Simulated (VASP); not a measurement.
# HCl in VASP: notebook, part 2 of 2

VASP 6.6.1.

### 4 Relaxation of the atoms, r2SCAN

Contents of POSCAR:

```
HCl
1.0
    7.4168600000      0.0000000000      0.0000000000
    0.0000000000      7.4168600000      0.0000000000
    0.0000000000      0.0000000000      7.4168600000
Cl H
8 8
Direct
    0.6586880000      0.8392711000      0.6608629000
    0.9817230000      0.0782355000      0.0365494000
    0.8471524000      0.2405518000      0.4958077000
    0.3264759000      0.3707618000      1.0293214000
    0.6976573000      0.7100102000      0.0731423000
    0.2490569000      0.5163401000      0.4368177000
    0.2159938000      0.8468164000      0.7761524000
    0.3129049000      0.9569988000      0.3202431000
    0.5513760000      0.9077175000      0.5443211000
    1.0162572000      0.2441891000      0.0041525000
    0.8176850000      0.2612330000      0.3270276000
    0.4287437000      0.2846670000      0.9201804000
    0.5600639000      0.7815747000      0.1488346000
    0.1883000000      0.5441256000      0.2776973000
    0.3275567000      0.8293087000      0.6456536000
    0.3475139000      1.0396241000      0.1727371000
```

Contents of INCAR.step1:

```
ALGO = Normal
EDIFF = 1E-4
ENCUT = 520
GGA = PE
ISMEAR = -1
LASPH = True
LCHARG = False
LREAL = Auto
LWAVE = True
NELM = 100
PREC = Accurate
SIGMA = 0.05
```

Contents of INCAR.step2:

```
ALGO = Normal
EDIFF = 1E-6
EDIFFG = -0.3
ENCUT = 520
IBRION = 2
ISIF = 2
ISMEAR = -1
ISTART = 1
LASPH = True
LCHARG = False
LMIXTAU = True
LREAL = Auto
LWAVE = False
METAGGA = R2SCAN
NELM = 100
NSW = 35
PREC = Accurate
SIGMA = 0.05
```

Contents of KPOINTS:

```
k-points
0
Gamma
  1 1 1
```

Potentials or basis: VASP PAW PBE potentials, release 64 (Cl, H).

Command:

```
$ cat potpaw_PBE.64/Cl/POTCAR potpaw_PBE.64/H/POTCAR > POTCAR
$ cp INCAR.step1 INCAR
$ mpirun -np 1 vasp_gam > vasp.out
$ cp INCAR.step2 INCAR
$ mpirun -np 1 vasp_gam > vasp.out
```

OUTCAR:

```text
EDIFF = 1E-6
   EDIFFG = -0.3
   ENCUT = 520
   IBRION = 2
   ISIF = 2
   ISMEAR = -1
   ISTART = 1
   LASPH = True
   LREAL = Auto
   METAGGA = R2SCAN
   NELM = 100
   NSW = 35
   PREC = Accurate

 ion  position               nearest neighbor table
   1  0.659  0.839  0.661-   9 1.28
   2  0.982  0.078  0.037-  10 1.28
   3  0.847  0.241  0.496-  11 1.28
   4  0.326  0.371  0.029-  12 1.28
   5  0.698  0.710  0.073-  13 1.28
   6  0.249  0.516  0.437-  14 1.28
[... 8 lines left out ...]
  15  0.328  0.829  0.646-   7 1.28
  16  0.348  0.040  0.173-   8 1.28

  LATTYP: Found a simple cubic cell.
 ALAT       =     7.4168600000

  Lattice vectors:

 A1 = (   7.4168600000,   0.0000000000,   0.0000000000)
 A2 = (   0.0000000000,   7.4168600000,   0.0000000000)
 A3 = (   0.0000000000,   0.0000000000,   7.4168600000)

Analysis of symmetry for initial positions (statically):
=====================================================================
 Subroutine PRICEL returns:
 Original cell was already a primitive cell.

 Routine SETGRP: Setting up the symmetry group for a
 simple cubic supercell.

 Subroutine GETGRP returns: Found  1 space group operations
 (whereof  1 operations were pure point group operations)
 out of a pool of 48 trial point group operations.

The static configuration has the point symmetry C_1 .

Analysis of symmetry for dynamics (positions and initial velocities):
=====================================================================
 Subroutine PRICEL returns:
 Original cell was already a primitive cell.

 Routine SETGRP: Setting up the symmetry group for a
 simple cubic supercell.

 Subroutine GETGRP returns: Found  1 space group operations
 (whereof  1 operations were pure point group operations)
 out of a pool of 48 trial point group operations.

The dynamic configuration has the point symmetry C_1 .

 Subroutine INISYM returns: Found  1 space group operations
 (whereof  1 operations are pure point group operations),
[... 123 lines left out ...]
  Thomas-Fermi vector in A             =   2.003601
   LORBIT       =      0    0 simple, 1 ext, 2 COOP (PROOUT), +10 PAW based schemes
   METAGGA = R2SCAN    functional components
   LHFCALC =     F    Hartree Fock is set to
   AEXX    =    0.0000 exact exchange contribution
   IVDW    =     0    specifies the selected vdW correction
   LEPSILON=     F    determine dielectric tensor
   LRPA    =     F    only Hartree local field effects (RPA)
 conjugate gradient relaxation of ions
 non-spin polarized calculation
  energy-cutoff  :      520.00
  volume of cell :      408.00
 maximum number of plane-waves:      5534
 NGX is ok and might be reduce to    54
   NGX = 27   NGY = 27   NGZ = 27

--------------------------------------- Ionic step        1  -------------------------------------------

 number of electron      63.9999987 magnetization

 Free energy of the ion-electron system (eV)
  ---------------------------------------------------
  ext. energy  EPLUGINS =         0.00000000
  ---------------------------------------------------
  free energy    TOTEN  =       -83.48551167 eV

  energy without entropy =      -83.48551167  energy(sigma->0) =      -83.48551167

------------------------ aborting loop because EDIFF is reached ----------------------------------------

  FORCE on cell =-STRESS in cart. coord.  units (eV):
  Direction    XX          YY          ZZ          XY          YZ          ZX
  --------------------------------------------------------------------------------------
  -------------------------------------------------------------------------------------
  Total        3.0883188      2.5476423      3.3472314      0.7576727     -0.1647811     -0.8572569
  in kB       12.1275328     10.0043478     13.1442579      2.9753084     -0.6470795     -3.3663660
  external PRESSURE =      11.7587128 kB  Pullay stress =       0.0000000 kB
[... 131 lines left out ...]
  FREE ENERGIE OF THE ION-ELECTRON SYSTEM (eV)
  ---------------------------------------------------
  free  energy   TOTEN  =       -83.5739438165 eV

  energy  without entropy=      -83.5739438164  energy(sigma->0) =      -83.57394382

[... ionic steps 4 to 9 ...]

--------------------------------------- Ionic step       10  -------------------------------------------

 number of electron      64.0000004 magnetization

------------------------ aborting loop because EDIFF is reached ----------------------------------------
[... 95 lines left out ...]
--------------------------------------- Ionic step       12  -------------------------------------------

 number of electron      64.0000005 magnetization

 Free energy of the ion-electron system (eV)
  ---------------------------------------------------
  ext. energy  EPLUGINS =         0.00000000
  ---------------------------------------------------
  free energy    TOTEN  =       -84.18288018 eV

  energy without entropy =      -84.18288018  energy(sigma->0) =      -84.18288018

 E-fermi :  -2.4070     XC(G=0):  -6.2809

 val. band max:       -3.6807801469   @ k =   0.0000   0.0000   0.0000
 cond. band min:       1.8762820701   @ k =   0.0000   0.0000   0.0000
 fundamental gap:      5.5570622170
 Fermi energy:        -2.4069872492

 k-point     1 :       0.0000    0.0000    0.0000
  band No.  band energies     occupation
      1     -19.0993      2.00000
      2     -18.8559      2.00000
      3     -18.6053      2.00000
      4     -18.4864      2.00000
      5     -18.1108      2.00000
      6     -18.0654      2.00000
[... 76 lines left out ...]
  FREE ENERGIE OF THE ION-ELECTRON SYSTEM (eV)
  ---------------------------------------------------
  free  energy   TOTEN  =       -84.1828801827 eV

  energy  without entropy=      -84.1828801827  energy(sigma->0) =      -84.18288018

 reached required accuracy - stopping structural energy minimisation
```

OUTCAR.step1:

```text
EDIFF = 1E-4
   ENCUT = 520
   GGA = PE
   ISMEAR = -1
   LASPH = True
   LREAL = Auto
   NELM = 100
[... 284 lines left out ...]
      5.17443      5.26605      0.54249         0.378035     -0.356987      0.090648
      1.84722      3.82962      3.23982        -0.000303     -0.062327      0.267348
[... 8 lines left out ...]
      2.42944      6.15087      4.78872         0.053455     -0.304141      0.078663
      2.57746      0.29389      1.28117         0.016098      0.326687     -0.167011
 -----------------------------------------------------------------------------------
    total drift:                               -0.004076     -0.000286     -0.005246

  FREE ENERGIE OF THE ION-ELECTRON SYSTEM (eV)
  ---------------------------------------------------
  free  energy   TOTEN  =       -48.2037216007 eV

  energy  without entropy=      -48.2037216007  energy(sigma->0) =      -48.20372160
```

OSZICAR.step1:

```text
N       E                     dE             d eps       ncg     rms          rms(c)
DAV:   1     0.632690831391E+03    0.63269E+03   -0.28600E+04    82   0.134E+03
DAV:   2     0.331342104474E+02   -0.59956E+03   -0.58568E+03   115   0.251E+02
DAV:   3    -0.476606047086E+02   -0.80795E+02   -0.80435E+02   100   0.111E+02
DAV:   4    -0.496238403570E+02   -0.19632E+01   -0.19530E+01   100   0.205E+01
DAV:   5    -0.496751388804E+02   -0.51299E-01   -0.51217E-01   100   0.345E+00    0.227E+01
DAV:   6    -0.485188414725E+02    0.11563E+01   -0.16089E+00    92   0.476E+00    0.128E+01
DAV:   7    -0.482220733184E+02    0.29677E+00   -0.13517E+00   100   0.456E+00    0.307E+00
DAV:   8    -0.482060276059E+02    0.16046E-01   -0.13417E-01   100   0.179E+00    0.115E+00
DAV:   9    -0.482048578401E+02    0.11698E-02   -0.13859E-02   108   0.573E-01    0.529E-01
DAV:  10    -0.482041684391E+02    0.68940E-03   -0.45486E-03   100   0.355E-01    0.209E-01
DAV:  11    -0.482040557268E+02    0.11271E-03   -0.80747E-04   100   0.131E-01    0.146E-01
DAV:  12    -0.482039328290E+02    0.12290E-03   -0.20522E-04    84   0.760E-02    0.655E-02
DAV:  13    -0.482037292925E+02    0.20354E-03   -0.26401E-04    84   0.131E-01    0.322E-02
DAV:  14    -0.482037216007E+02    0.76918E-05   -0.16919E-04    68   0.668E-02
   1 F= -.48203722E+02 E0= -.48203722E+02  d E =-.333294E-10
```

Wall time 13 min (1 thread of Intel Xeon Platinum 8488C (Sapphire Rapids), shared host); peak memory 0.48 GiB.

Results:

| Item | Value |
| --- | --- |
| Free energy | -84.1829 eV |
| Energy gained by relaxing | 43.6 meV/atom |
| Ionic steps | 12 |
| Pressure after relaxing | 0.5 GPa |
| Largest force after relaxing | 0.258 eV/Å |
| Band gap on the k mesh | 5.56 eV, direct |

Forces in eV/Å, atoms in the order of the input:
```
Cl  -0.073 -0.118  0.017
Cl  -0.097 -0.170 -0.054
Cl  -0.131  0.140  0.026
Cl  -0.078 -0.182  0.050
Cl   0.125 -0.045  0.018
Cl   0.089 -0.073 -0.026
Cl  -0.066  0.052  0.137
Cl  -0.005 -0.028 -0.111
H    0.114  0.050 -0.024
H    0.151  0.188 -0.094
H    0.024  0.012  0.028
H    0.050 -0.037 -0.192
H   -0.028 -0.034  0.047
H   -0.085  0.086  0.045
H   -0.005 -0.014  0.157
H    0.016  0.174 -0.024
```

The path:
```tsv
step	energy change (eV)	largest force (eV/Å)	pressure (GPa)
1	0.0000	0.7228	1.18
2	-0.0624	0.7300	1.44
3	-0.0884	1.5722	1.77
4	-0.1041	1.5400	1.74
5	-0.1500	1.4395	1.65
6	-0.2365	1.2306	1.47
7	-0.3818	0.7833	1.04
8	-0.4954	1.8762	0.07
9	-0.5686	1.5955	0.00
10	-0.6278	1.2611	-0.17
11	-0.6927	0.3034	0.35
12	-0.6974	0.2583	0.54
```

Final structure:
```xyz
16
Lattice="7.4169 0.0000 0.0000 0.0000 7.4169 0.0000 0.0000 0.0000 7.4169" Properties=species:S:1:pos:R:3 pbc="T T T"
Cl    4.9201    6.2038    4.7356
Cl    6.7303    0.8109    0.3430
Cl    6.1923    1.8393    3.6921
Cl    2.7307    2.7092    0.1348
Cl    5.2439    5.0946    0.7751
Cl    1.8280    3.7979    3.3487
Cl    1.4913    6.3632    5.8237
Cl    2.4726    7.0530    2.2615
H     4.3430    6.8718    3.8081
H     0.1622    1.6783    7.3755
H     6.0736    1.9337    2.4204
H     3.2277    2.0952    6.5492
H     4.1806    5.7083    1.1513
H     1.3397    4.1605    2.2263
H     2.3496    5.8774    5.0022
H     2.5423    0.4859    1.3027
```

Levels at points of the mesh, in eV from the valence-band top:
```
           k point  band 29  band 30  band 31  band 32  band 33  band 34  band 35  band 36
(0.00, 0.00, 0.00)    -0.46    -0.34    -0.21     0.00     5.56     6.73     7.15     7.51
```

Caveat: the PAW data sets were made with another functional, which shifts forces and pressure a little; the relaxation stopped at a loose force limit of 0.3 eV/Å, so its end isn't a converged minimum. r2SCAN opens gaps a little over a GGA but as a rule still falls short of measured ones.

### 5 Single point, r2SCAN

Contents of POSCAR:

```
HCl
1.0
    7.4168600000      0.0000000000      0.0000000000
    0.0000000000      7.4168600000      0.0000000000
    0.0000000000      0.0000000000      7.4168600000
Cl H
8 8
Direct
    0.6459606896      0.8178663208      0.6390440159
    0.9258769884      0.1433355895      0.0787125549
    0.7543893238      0.2756557357      0.5167955172
    0.3864303762      0.3058706784      0.8995450905
    0.7395717325      0.6227837656      0.1249315748
    0.1947320025      0.5071148707      0.3619321384
    0.1894062986      0.8841747047      0.7825413989
    0.4104162678      0.9800643399      0.2564697190
    0.6841035155      0.9813721710      0.5926766853
    1.0670013995      0.2419891976      0.0751665799
    0.8059744959      0.2592741403      0.3481392395
    0.3132996983      0.1718921484      0.8183786670
    0.6248061848      0.7437379160      0.1762201255
    0.0538367989      0.6056740993      0.3347643073
    0.3375282802      0.8282480726      0.7105837241
    0.4198002928      1.1013285946      0.1301763819
```

Contents of INCAR.step1:

```
SYSTEM = HCl
PREC     = Accurate       ! precision mode
ENCUT    = 520            ! plane-wave cutoff, eV
ISMEAR   = -1             ! smearing method
SIGMA    = 0.05           ! smearing width, eV
LREAL    = Auto         
LASPH    = .True.         ! aspherical terms in the spheres
NELM     = 100            ! most SCF steps
NBANDS   = 46             ! bands
GGA      = PE             ! functional
ALGO     = Normal         ! electronic algorithm
EDIFF    = 1E-4           ! SCF threshold, eV
LWAVE    = .True.         ! write WAVECAR
LCHARG   = .False.        ! write CHGCAR
```

Contents of INCAR.step2:

```
SYSTEM = HCl
PREC     = Accurate       ! precision mode
ENCUT    = 520            ! plane-wave cutoff, eV
EDIFF    = 1E-6           ! SCF threshold, eV
ISMEAR   = -1             ! smearing method
SIGMA    = 0.05           ! smearing width, eV
LREAL    = Auto         
LASPH    = .True.         ! aspherical terms in the spheres
NELM     = 100            ! most SCF steps
ALGO     = Normal         ! electronic algorithm
ISIF     = 2              ! what is computed and relaxed
LWAVE    = .False.        ! write WAVECAR
LCHARG   = .False.        ! write CHGCAR
METAGGA  = R2SCAN         ! meta-GGA
LMIXTAU  = .True.       
NBANDS   = 46             ! bands
ISTART   = 1
```

Contents of KPOINTS:

```
Automatic mesh
0
Gamma
  1 1 1
  0 0 0
```

Command:

```
$ cat potpaw_PBE.64/Cl/POTCAR potpaw_PBE.64/H/POTCAR > POTCAR
$ cp INCAR.step1 INCAR
$ mpirun -np 1 vasp_gam > vasp.out
$ cp INCAR.step2 INCAR
$ mpirun -np 1 vasp_gam > vasp.out
```

Wall time 95 s (1 thread of Intel Xeon Platinum 8488C (Sapphire Rapids), shared host); peak memory 0.43 GiB.

It converged, with:

* Free energy: -84.7249 eV
* Pressure: -0.1 GPa
* Largest force: 0.667 eV/Å
* Band gap on the k mesh: 6.30 eV, direct

Forces in eV/Å, atoms in the order of the input:
```
Cl   0.019 -0.042  0.006
Cl  -0.157 -0.125 -0.022
Cl   0.186  0.002 -0.590
Cl   0.182  0.288  0.171
Cl  -0.112  0.085  0.030
Cl  -0.213  0.165 -0.051
Cl  -0.032  0.004 -0.016
Cl   0.055  0.135 -0.137
H   -0.040  0.011 -0.044
H    0.153  0.159  0.046
H   -0.171 -0.014  0.645
H   -0.171 -0.316 -0.185
H    0.103 -0.091 -0.026
H    0.203 -0.161  0.037
H    0.006  0.041  0.001
H   -0.009 -0.142  0.135
```

Stress tensor (GPa, compression positive):
```
-0.05  0.12  0.12
 0.12 -0.02  0.09
 0.12  0.09 -0.23
```

Levels at points of the mesh, in eV from the valence-band top:
```csv
k point,band 29,band 30,band 31,band 32,band 33,band 34,band 35,band 36
"(0.00, 0.00, 0.00)",-0.28,-0.19,-0.09,0.00,6.30,7.56,7.81,7.97
```

Caveat: the PAW data sets were made with another functional, which shifts forces and pressure a little. r2SCAN opens gaps a little over a GGA but as a rule still falls short of measured ones.
